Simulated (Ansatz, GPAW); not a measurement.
# Geometry or basis: what sets the conductance of butadiene-1,4-dithiol between two Ir chains, part 3 of 4

Wanted: T(E) of butadiene-1,4-dithiol between two Ir chains at a relaxed geometry in two programs, beside the unrelaxed structure.

GPAW 26.7.0 and Ansatz 0.2.0; Ansatz plane waves; relaxation of the junction with the lead ends held (the session's first sound run).

So far, transmission at the Fermi level (one spin): step 3 (plane-wave reference (PBE)) 0.465.

### 4. GPAW, dzp

The script solves lead and junction separately, takes H and S in the orbital basis, and joins semi-infinite leads through their self-energies; the dzp basis is the working standard.

This step: GPAW LCAO, PAW setups; Landauer transmission from Green's functions with principal layers (ASE), zero bias (GPAW 26.7.0).

run.py

```python
import json
import numpy as np
from ase import Atoms
from ase.transport.calculators import TransportCalculator
from gpaw import GPAW, FermiDirac
from gpaw.lcao.tools import get_lcao_hamiltonian
from scipy.linalg import eigh

# The junction with lead layers at both ends, along the third cell vector
device = Atoms(
    ['Ir', 'Ir', 'Ir', 'Ir', 'Ir', 'Ir', 'Ir', 'Ir', 'S', 'H', 'C', 'C', 'H', 'H', 'C', 'C', 'H', 'S', 'Ir', 'Ir', 'Ir', 'Ir', 'Ir', 'Ir', 'Ir', 'Ir'],
    positions=[
        [5.52442, 4.50000, 1.15000],
        [5.52442, 4.50000, 3.45000],
        [5.52442, 4.50000, 5.75000],
        [5.52442, 4.50000, 8.05000],
        [5.52442, 4.50000, 10.35000],
        [5.52442, 4.50000, 12.65000],
        [4.26962, 4.40620, 14.56322],
        [5.11292, 4.45870, 16.69257],
        [3.84871, 4.43743, 18.46795],
        [6.45127, 4.48925, 20.28652],
        [4.30679, 4.45828, 20.12630],
        [5.50660, 4.48048, 20.83812],
        [3.38452, 4.44875, 20.71983],
        [7.67900, 4.51467, 22.37121],
        [5.55677, 4.48939, 22.25132],
        [6.75615, 4.50708, 22.96395],
        [4.61213, 4.48215, 22.80298],
        [7.21252, 4.52006, 24.62298],
        [5.94477, 4.50857, 26.39602],
        [6.78444, 4.53044, 28.52737],
        [5.52442, 4.50000, 30.43941],
        [5.52442, 4.50000, 32.73941],
        [5.52442, 4.50000, 35.03941],
        [5.52442, 4.50000, 37.33941],
        [5.52442, 4.50000, 39.63941],
        [5.52442, 4.50000, 41.93941]],
    cell=[[11.04883, 0.0, 0.0], [0.0, 9.0, 0.0], [0.0, 0.0, 43.08941]],
    pbc=True)

# One principal layer of the lead: the first 5 atoms of the device
lead = Atoms(
    ['Ir', 'Ir', 'Ir', 'Ir', 'Ir'],
    positions=[
        [5.52442, 4.50000, 1.15000],
        [5.52442, 4.50000, 3.45000],
        [5.52442, 4.50000, 5.75000],
        [5.52442, 4.50000, 8.05000],
        [5.52442, 4.50000, 10.35000]],
    cell=[[11.04883, 0.0, 0.0], [0.0, 9.0, 0.0], [0.0, 0.0, 11.5]],
    pbc=True)

settings = dict(mode='lcao', basis='dzp', xc='PBE', h=0.2,
                occupations=FermiDirac(0.1), maxiter=250,
                mixer=dict(beta=0.1, nmaxold=8, weight=100.0),
                convergence=dict(density=0.0001))
energies = np.arange(-2, 2 + 1e-9, 0.025)
eta = 0.0001
n1, n2 = 1, 1
# k and -k transmit alike, so half of the mesh across the current serves
mesh = [(i, j) for i in range(n1) for j in range(n2) if (i, j) <= (-i % n1, -j % n2)]
weights = np.array([1 if (i, j) == (-i % n1, -j % n2) else 2 for i, j in mesh]) / (n1 * n2)


def ground_state(atoms, size, txt):
    atoms.calc = GPAW(kpts={'size': size, 'gamma': True}, symmetry={'tolerance': 1e-3}, txt=txt, **settings)
    atoms.get_potential_energy()
    return atoms.calc.get_fermi_level()


def blocks(atoms, fermi, points, nz, cells):
    """H - E_F S and S between cell 0 and the cells above it, at each point across the current."""
    kz = np.arange(nz) / nz
    calc = atoms.calc.fixed_density(kpts=[(*k, z) for k in points for z in kz], symmetry='off', txt=None)
    H, S = get_lcao_hamiltonian(calc)
    H = (H - fermi * S).reshape(len(H), len(points), nz, *S.shape[1:])
    S = S.reshape(H.shape[1:])
    phases = [np.exp(-2j * np.pi * kz * R) / nz for R in cells]
    return [(np.einsum('skzij,z->ksij', H, p), np.einsum('kzij,z->kij', S, p)) for p in phases]


def pair(a, b):
    return np.block([[a, b], [b.T.conj(), a]])


def count_channels(h, s, cells, nk=240):
    """Half the number of times that the lead's bands cross each energy, unfolded to its shortest repeat."""
    b = len(h) // cells
    bands = []
    for k in (np.arange(nk + 1) + 0.5) / nk:
        hk, sk = h[:b, :b].copy(), s[:b, :b].copy()
        for R in range(1, cells):
            phase, block = np.exp(2j * np.pi * k * R), slice(R * b, (R + 1) * b)
            hk += h[:b, block] * phase + (h[:b, block] * phase).T.conj()
            sk += s[:b, block] * phase + (s[:b, block] * phase).T.conj()
        w, u = eigh(sk)
        x = u[:, w > 1e-5] / w[w > 1e-5]**0.5  # drop near-dependent combinations
        bands.append(np.r_[eigh(x.T.conj() @ hk @ x, eigvals_only=True), [1e9] * (w <= 1e-5).sum()])
    below = np.array(bands)[:, :, None] < energies
    return (below[1:] != below[:-1]).sum((0, 1)) / 2


fermi_lead = ground_state(lead, (1, 1, 10), 'lead.txt')
fermi_device = ground_state(device, (1, 1, 2), 'device.txt')
T, channels, eigen, tail, misfit, shifts = [], [], [], 0.0, 0.0, []
for first in range(0, len(mesh), 164):
    points = [(i / n1, j / n2) for i, j in mesh[first:first + 164]]
    (H0k, S0k), (H1k, S1k), (H2k, _) = blocks(lead, fermi_lead, points, 5, range(3))
    [(Hk, Sk)] = blocks(device, fermi_device, points, 2, [0])
    tail = max(tail, abs(H2k).max())
    for H0, S0, H1, S1, H, S in zip(H0k, S0k, H1k, S1k, Hk, Sk):
        n = len(S0)
        # Shift the lead onto the potential of the device's first layer
        shift = ((H[:, 0, 0] - H0[:, 0, 0]) / S0[0, 0]).real.mean()
        shifts.append(shift)
        misfit = max(misfit, abs(H[:, :n, :n] - H0 - shift * S0).max())
        Tk, Ck, Ek = [], [], []
        for s in range(len(H)):
            t = s % len(H0)  # a lead without moments serves both spins
            h1, s1 = pair(H0[t] + shift * S0, H1[t] + shift * S1), pair(S0, S1)
            leads = dict(h1=h1, s1=s1, energies=energies, eta=eta, eta1=eta, eta2=eta)
            calc = TransportCalculator(h=H[s], s=S, eigenchannels=3, **leads)
            Tk.append(calc.get_transmission())
            Ek.append(np.sort(calc.eigenchannels_ne, axis=0)[::-1])
            Ck.append(count_channels(h1, s1, 10))
        T.append(Tk)
        channels.append(Ck)
        eigen.append(Ek)
T, channels = np.array(T), np.array(channels)
mean, open_channels = np.einsum('kse,k->se', T, weights), np.einsum('kse,k->se', channels, weights)

print(f'basis functions: device {len(S)}, principal layer {n}')
print(f'Fermi level: lead {fermi_lead:.4f} eV, device {fermi_device:.4f} eV; lead shifted by {np.mean(shifts):.4f} eV')
print(f'largest coupling past the next layer {tail:.2e} eV, largest misfit of the first layer {misfit:.3f} eV')
print('  E-E_F (eV)   ' + 'T (one spin)  channels')
for e, t, c in zip(energies, mean.T, open_channels.T):
    print(f'{e:10.3f}  ', *[f'{x:11.4e}' for x in t], *[f'{x:9.4f}' for x in c])

kT = 8.617333e-5 * 300
fine = np.linspace(energies[0], energies[-1], 4001)
both = np.exp(np.interp(fine, energies, np.log(np.maximum(mean.sum(0) * 2 / len(mean), 1e-30))))
fermi = lambda mu: 1 / (1 + np.exp(np.clip((fine - mu) / kT, -200, 200)))
slope = fermi(0) * (1 - fermi(0)) / kT
G = np.trapezoid(both * slope, fine) / 2
seebeck = -np.trapezoid(both * slope * fine, fine) / (2 * G * 300) * 1e6
print(f'conductance at 300 K: {G:.5g} G0 a cell; thermopower {seebeck:.4g} uV/K')
bias = [0.1, 0.2, 0.5, 1.0, 1.5, 2.0]
current = [38.74 * np.trapezoid(both * (fermi(V / 2) - fermi(-V / 2)), fine) for V in bias]
for V, I in zip(bias, current):
    print(f'current from the zero-bias T(E) at {V} V: {I:.5g} uA')
zero = abs(energies).argmin()
json.dump(dict(energies=energies.tolist(), T=mean.tolist(), channels=open_channels.tolist(), G=G, seebeck=seebeck,
               bias=bias, current=current, tail=tail, misfit=misfit, shift=np.mean(shifts), n_device=len(S), n_lead=n,
               fermi=[fermi_lead, fermi_device], energy=device.get_potential_energy(),
               moments=device.get_magnetic_moments().tolist(), mesh=mesh, weights=weights.tolist(),
               T_k=T[:, :, zero].tolist(), eigen=np.array(eigen[0]).tolist()), open('result.json', 'w'))
```

Launch:

```console
> OMP_NUM_THREADS=1 OPENBLAS_NUM_THREADS=1 python run.py
```

The program printed:

```text
basis functions: device 530, principal layer 135
Fermi level: lead -4.1613 eV, device -3.8698 eV; lead shifted by -0.0014 eV
largest coupling past the next layer 1.48e-06 eV, largest misfit of the first layer 0.187 eV
  E-E_F (eV)   T (one spin)  [channel counts left out]
    -2.000    2.9416e-01
    -1.975    2.8928e-01
    -1.950    2.8523e-01
    -1.925    2.8205e-01
    -1.900    2.7988e-01
    -1.875    2.7888e-01
    -1.850    2.7913e-01
    -1.825    2.8094e-01
    -1.800    2.8449e-01
    -1.775    2.9005e-01
    -1.750    2.9796e-01
    -1.725    3.0865e-01
    -1.700    3.2266e-01
    -1.675    3.4062e-01
    -1.650    3.6318e-01
    -1.625    3.9054e-01
[...]
1.825    2.3244e-03
     1.850    2.0964e-03
     1.875    1.7639e-03
     1.900    1.2919e-03
     1.925    6.1379e-04
     1.950    1.1761e-04
     1.975    6.9690e-05
     2.000    4.2605e-05
conductance at 300 K: 0.50545 G0 a cell; thermopower -8.021 uV/K
current from the zero-bias T(E) at 0.1 V: 3.9966 uA
current from the zero-bias T(E) at 0.2 V: 8.5153 uA
current from the zero-bias T(E) at 0.5 V: 26.168 uA
current from the zero-bias T(E) at 1.0 V: 53.485 uA
current from the zero-bias T(E) at 1.5 V: 74.499 uA
current from the zero-bias T(E) at 2.0 V: 80.953 uA
```

Run time: 7.3 min. Hardware: 1 thread of Intel Xeon Platinum 8375C at 2.90GHz (Ice Lake), shared host; peak memory 1.8 GiB.

This step gave:

| Item | Value |
| --- | --- |
| conductance | 0.5055 G₀ |
| largest coupling past the next principal layer | 1.48e-6 eV |
| largest misfit of the first principal layer | 0.1872 eV |
| shift that aligns the lead | -0.001354 eV |
| basis functions of the junction | 530 |
| basis functions of a principal layer | 135 |
| transmission at the Fermi level (one spin) | 0.4824 |

One spin. Transmission, zone mean against energy, zero at the Fermi level:

energy (eV), transmission, zone mean and a bar:
```
   -2.000       0.29 #########
   -1.800       0.28 #########
   -1.600       0.42 #############
   -1.400       0.99 ##############################
   -1.200       0.07 ##
   -1.000       0.14 ####
   -0.800       0.43 #############
   -0.600       0.70 #####################
   -0.400       1.00 ##############################
   -0.200       0.68 ####################
    0.000       0.48 ##############
    0.175       0.97 #############################
    0.200       0.97 #############################
    0.400       0.33 ##########
    0.575       0.94 ############################
    0.600       0.92 ############################
    0.800       0.02 #
    1.000       0.00 
    1.200       0.00 
    1.400       0.00 
    1.600       0.00 
    1.800       0.00 
    2.000       0.00
```

Not self-consistent under bias; the bias window is split evenly. The current through one cell, from the zero-bias transmission by bias:

```csv
bias (V),"current through one cell, from the zero-bias transmission (μA)"
0.100,4.00
0.200,8.52
0.500,26.2
1.000,53.5
1.500,74.5
2.000,81.0
```

Table of transmission of the three most open eigenchannels by energy, zero at the Fermi level:

```csv
energy (eV),channel 1,channel 2,channel 3
-2.000,0.265,0.0283,5.0e-4
-1.800,0.264,0.0205,1.8e-4
-1.600,0.400,0.0220,3.6e-5
-1.400,0.991,5.4e-4,1.6e-4
-1.200,0.0644,0.00386,4.3e-5
-1.000,0.125,0.0179,2.4e-5
-0.800,0.376,0.0566,2.0e-5
-0.600,0.679,0.0200,2.7e-5
-0.400,0.996,0.00597,5.5e-5
-0.200,0.673,0.00331,8.9e-5
0.000,0.480,0.00208,5.2e-5
0.200,0.966,8.2e-4,5.7e-6
0.400,0.328,1.3e-4,3.8e-6
0.600,0.920,1.1e-5,5.2e-6
0.800,0.0200,2.4e-5,1.5e-7
1.000,0.00454,3.4e-5,4.2e-9
1.200,0.00245,5.9e-5,1.8e-7
1.400,0.00205,1.3e-4,1.2e-6
1.600,0.00212,3.1e-4,4.6e-6
1.800,0.00190,5.6e-4,1.3e-5
2.000,4.3e-5,7.1e-11,3.9e-11
```

At the Fermi level T is 0.482 against 0.465 in plane waves. Couplings past the next layer reach 1.5e-6 eV, small enough to drop; the matrix elements of the cell's first layer differ from the bulk lead's by up to 0.19 eV. That layer keeps its own values in the calculation, and only beyond it is the lead taken as perfect. The Fermi levels of lead and junction count from different zeros of potential, one for each periodic cell; with both set to zero, the small remaining shift is what aligns them. Without spin-orbit coupling, which is large for these atoms, channel counts and T are those of the scalar-relativistic bands. By hand: G = 0.5055 × 77.48 μS = 39.2 μS, a resistance of 25.5 kΩ; at 0.1 V a linear junction would pass 3.92 μA, and the integral over the bias window gives 4.00 μA.

### 5. GPAW, szp: basis = "szp(dzp)"

The second zeta is dropped, the polarisation orbitals stay.

Changes to run.py since step 4:

```diff
@@ -53,3 +53,3 @@
 
-settings = dict(mode='lcao', basis='dzp', xc='PBE', h=0.2,
+settings = dict(mode='lcao', basis='szp(dzp)', xc='PBE', h=0.2,
                 occupations=FermiDirac(0.1), maxiter=250,
```

The program printed:

```text
basis functions: device 310, principal layer 75
Fermi level: lead -3.8786 eV, device -3.7882 eV; lead shifted by 0.0024 eV
largest coupling past the next layer 1.48e-06 eV, largest misfit of the first layer 0.203 eV
  E-E_F (eV)   T (one spin)  [channel counts left out]
    -2.000    3.4779e-01
    -1.975    3.5037e-01
    -1.950    3.5460e-01
[...]
1.975    1.3187e-04
     2.000    7.9550e-05
conductance at 300 K: 0.4943 G0 a cell; thermopower -12.98 uV/K
current from the zero-bias T(E) at 0.1 V: 3.8979 uA
current from the zero-bias T(E) at 0.2 V: 8.2386 uA
current from the zero-bias T(E) at 0.5 V: 25.173 uA
current from the zero-bias T(E) at 1.0 V: 55.682 uA
current from the zero-bias T(E) at 1.5 V: 74.126 uA
current from the zero-bias T(E) at 2.0 V: 78.988 uA
```

The job ended after 5.3 min (1 thread; peak memory 1.8 GiB).

Numbers from this step:

* conductance: 0.4943 G₀
* largest misfit of the first principal layer: 0.2031 eV
* shift that aligns the lead: 0.002363 eV
* basis functions of the junction: 310
* basis functions of a principal layer: 75
* transmission at the Fermi level (one spin): 0.4743

The conductance, 0.494 G₀, lies 2.2 % below that of the dzp run.

### 6. Minimal basis

The minimal basis is the cheapest rung: no second zeta and no polarisation.

Changes to run.py since step 5:

```diff
@@ -53,3 +53,3 @@
 
-settings = dict(mode='lcao', basis='szp(dzp)', xc='PBE', h=0.2,
+settings = dict(mode='lcao', basis='sz(dzp)', xc='PBE', h=0.2,
                 occupations=FermiDirac(0.1), maxiter=250,
```

The program printed:

```text
basis functions: device 220, principal layer 60
Fermi level: lead -3.8885 eV, device -3.8194 eV; lead shifted by 0.0072 eV
largest coupling past the next layer 1.47e-06 eV, largest misfit of the first layer 0.110 eV
  E-E_F (eV)   T (one spin)  [channel counts left out]
    -2.000    3.5893e-01
    -1.975    3.7024e-01
    -1.950    3.8410e-01
[...]
1.975    5.2654e-05
     2.000    3.5072e-05
conductance at 300 K: 0.55408 G0 a cell; thermopower -15.26 uV/K
current from the zero-bias T(E) at 0.1 V: 4.3761 uA
current from the zero-bias T(E) at 0.2 V: 9.2394 uA
current from the zero-bias T(E) at 0.5 V: 27.663 uA
current from the zero-bias T(E) at 1.0 V: 60.439 uA
current from the zero-bias T(E) at 1.5 V: 70.798 uA
current from the zero-bias T(E) at 2.0 V: 73.36 uA
```

Elapsed: 3.7 min, on 1 thread; peak memory 1.7 GiB.

This step gave:

| Quantity | Value |
| --- | --- |
| conductance | 0.5541 G₀ |
| largest coupling past the next principal layer | 1.47e-6 eV |
| largest misfit of the first principal layer | 0.1096 eV |
| shift that aligns the lead | 0.007161 eV |
| basis functions of the junction | 220 |
| basis functions of a principal layer | 60 |
| transmission at the Fermi level (one spin) | 0.5272 |

The conductance, 0.554 G₀, lies 10 % above that of the dzp run.

### 7. LDA in the dzp basis: xc = "LDA"

Back in the dzp basis, the functional changes from PBE to LDA, to set the spread between functionals beside that between bases.

Changes to run.py since step 6:

```diff
@@ -53,3 +53,3 @@
 
-settings = dict(mode='lcao', basis='sz(dzp)', xc='PBE', h=0.2,
+settings = dict(mode='lcao', basis='dzp', xc='LDA', h=0.2,
                 occupations=FermiDirac(0.1), maxiter=250,
```

The program printed:

```text
basis functions: device 530, principal layer 135
Fermi level: lead -4.4566 eV, device -4.1490 eV; lead shifted by -0.0009 eV
largest coupling past the next layer 1.53e-06 eV, largest misfit of the first layer 0.193 eV
  E-E_F (eV)   T (one spin)  channels
    -2.000    3.1000e-01    4.0000
    -1.975    3.0504e-01    4.0000
    -1.950    3.0093e-01    4.0000
[...]
1.975    6.6967e-05    1.0000
     2.000    4.2672e-05    1.0000
conductance at 300 K: 0.49593 G0 a cell; thermopower -6.908 uV/K
current from the zero-bias T(E) at 0.1 V: 3.918 uA
current from the zero-bias T(E) at 0.2 V: 8.3314 uA
current from the zero-bias T(E) at 0.5 V: 25.554 uA
current from the zero-bias T(E) at 1.0 V: 51.478 uA
current from the zero-bias T(E) at 1.5 V: 72.045 uA
current from the zero-bias T(E) at 2.0 V: 78.399 uA
```

It took 6.3 min on 1 thread; peak memory 1.8 GiB.

Numbers from this step:

- conductance: 0.4959 G₀
- largest coupling past the next principal layer: 1.53e-6 eV
- largest misfit of the first principal layer: 0.1927 eV
- shift that aligns the lead: -9.41e-4 eV
- basis functions of the junction: 530
- basis functions of a principal layer: 135
- transmission at the Fermi level (one spin): 0.4744

One spin. Transmission, zone mean against energy, zero at the Fermi level:

energy (eV), transmission, zone mean and a bar:
```
   -2.000       0.31 #########
   -1.900       0.30 #########
   -1.800       0.30 #########
   -1.700       0.34 ##########
   -1.600       0.44 #############
   -1.500       0.66 ####################
   -1.400       0.99 ##############################
   -1.300       0.16 #####
   -1.200       0.07 ##
   -1.100       0.08 ##
   -1.000       0.14 ####
   -0.900       0.26 ########
   -0.800       0.43 #############
   -0.700       0.56 #################
   -0.600       0.70 #####################
   -0.500       0.88 ##########################
   -0.400       1.00 ##############################
   -0.300       0.89 ###########################
   -0.200       0.67 ####################
   -0.100       0.52 ################
    0.000       0.47 ##############
    0.100       0.72 ######################
    0.175       0.96 #############################
    0.200       0.95 ############################
    0.300       0.56 #################
    0.400       0.26 ########
    0.500       0.31 #########
    0.600       0.95 ############################
    0.700       0.08 ##
    0.800       0.02 #
    0.900       0.01 
    1.000       0.00 
    1.100       0.00 
    1.200       0.00 
    1.300       0.00 
    1.400       0.00 
    1.500       0.00 
    1.600       0.00 
    1.700       0.00 
    1.800       0.00 
    1.900       0.00 
    2.000       0.00
```

The conductance, 0.496 G₀, lies 1.9 % below that of the dzp run.

(Part 3 of 4 ends here.)

[Logs are printed without paths, hosts, clocks, repeated set-up lines and the standing remarks that a program may print on its own settings, such as how far it seeks lower states.]

[Hosts, paths, dates, database ids (printed as entryN), source tags and the programs' standing remarks are cut or masked in the printed files.]
